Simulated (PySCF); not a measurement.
# C6H7N: the cost of one run

Computed with PySCF 2.14.0. Level: levels as typed in each script, gas phase, geometry from GFN2-xTB.

**1. Starting geometry**

14 atoms, charge 0, spin multiplicity 1.

Bond lengths: N1–C2 1.382 Å, N1–H8 1.007 Å, N1–H9 1.007 Å, C2–C3 1.395 Å, C2–C7 1.395 Å, C3–C4 1.381 Å, C3–H10 1.081 Å, C4–C5 1.385 Å, C4–H11 1.081 Å, C5–C6 1.385 Å, C5–H12 1.080 Å, C6–C7 1.381 Å, C6–H13 1.081 Å, C7–H14 1.081 Å. Angles: C2–N1–H8 116.3°, C2–N1–H9 116.2°, H8–N1–H9 114.5°, N1–C2–C3 120.6°, N1–C2–C7 120.6°, C3–C2–C7 118.8°, C2–C3–C4 120.4°, C2–C3–H10 119.2°, C4–C3–H10 120.3°, C3–C4–C5 120.5°, C3–C4–H11 119.5°, C5–C4–H11 120.0°, C4–C5–C6 119.4°, C4–C5–H12 120.3°, C6–C5–H12 120.3°, C5–C6–C7 120.5°, C5–C6–H13 120.0°, C7–C6–H13 119.5° and more.

Geometry (Å):

```xyz
14
charge 0, multiplicity 1
N    -2.3094   -0.0001    0.0722
C    -0.9297    0.0001   -0.0008
C    -0.2192   -1.2004   -0.0021
C     1.1617   -1.1958   -0.0013
C     1.8606   -0.0001   -0.0013
C     1.1618    1.1957   -0.0013
C    -0.2190    1.2005   -0.0021
H    -2.7709   -0.8467   -0.2180
H    -2.7708    0.8470   -0.2180
H    -0.7621   -2.1354   -0.0025
H     1.6970   -2.1344   -0.0039
H     2.9402   -0.0001   -0.0029
H     1.6973    2.1342   -0.0039
H    -0.7618    2.1356   -0.0025
```

**2. Ring currents (HF/cc-pvdz)**

Input file input.py:

```python
import numpy as np
from pyscf import gto, scf, dft
from pyscf.prop import nmr
from pyscf.data import nist

def solve(mol, dm0=None, hcore=None):
    mf = scf.UHF(mol) if mol.spin else scf.RHF(mol)
    mf.conv_tol, mf.max_cycle = 1e-8, 80
    if hcore is not None:
        mf.get_hcore = lambda *args: hcore
    mf.kernel(dm0)
    if not mf.converged:
        mf = mf.newton().run(mf.mo_coeff, mf.mo_occ, max_cycle=30)
    assert mf.converged, 'SCF not converged'
    return mf

mol = gto.M(atom='''
N     -2.30940    -0.00006     0.07223
C     -0.92974     0.00015    -0.00083
C     -0.21915    -1.20043    -0.00211
C      1.16165    -1.19582    -0.00132
C      1.86065    -0.00007    -0.00128
C      1.16178     1.19573    -0.00131
C     -0.21902     1.20049    -0.00211
H     -2.77093    -0.84666    -0.21804
H     -2.77084     0.84700    -0.21803
H     -0.76207    -2.13544    -0.00247
H      1.69704    -2.13440    -0.00394
H      2.94016    -0.00012    -0.00294
H      1.69727     2.13424    -0.00393
H     -0.76183     2.13556    -0.00246
''', basis='cc-pvdz', charge=0, spin=0, verbose=4)
mf = solve(mol)
calc = nmr.RHF(mf)
calc.cphf = True
nuclei = calc.kernel()
mo1 = calc.mo10
# ring centres and points 1 angstrom above and below them
points = np.array([
    [0.4694, 0.0000, -0.0015],
    [0.4693, 0.0000, 0.9985],
    [0.4694, 0.0000, -1.0015],
]) / nist.BOHR
mol.atom_coord = lambda i, unit='Bohr': points[i]
idx = range(len(points))
sigma = (calc.dia(shielding_nuc=idx) + calc.para(mo10=mo1, shielding_nuc=idx)[0]) * nist.ALPHA**2 * 1e6
for p, t in zip(points, sigma):
    print('NICS at %8.4f %8.4f %8.4f  %8.2f ppm' % (*(p * nist.BOHR), -t.trace() / 3))
occ = mf.mo_coeff[:, mf.mo_occ > 0]
dm1 = np.array([mf.mo_coeff @ (2 * x) @ occ.T for x in mo1])
np.savez('result.npz', sigma=sigma, nuclei=nuclei, dm0=mf.make_rdm1(), dm1=dm1, e=mf.e_tot, eps=mf.mo_energy, occ=mf.mo_occ)
```

On the command line:

```bash
OMP_NUM_THREADS=1 python input.py
```

Q: Estimate wall time and peak memory on 1 thread of Intel Xeon 6975P-C (Granite Rapids), shared host.

About 18 s, with a peak of 0.41 GiB.
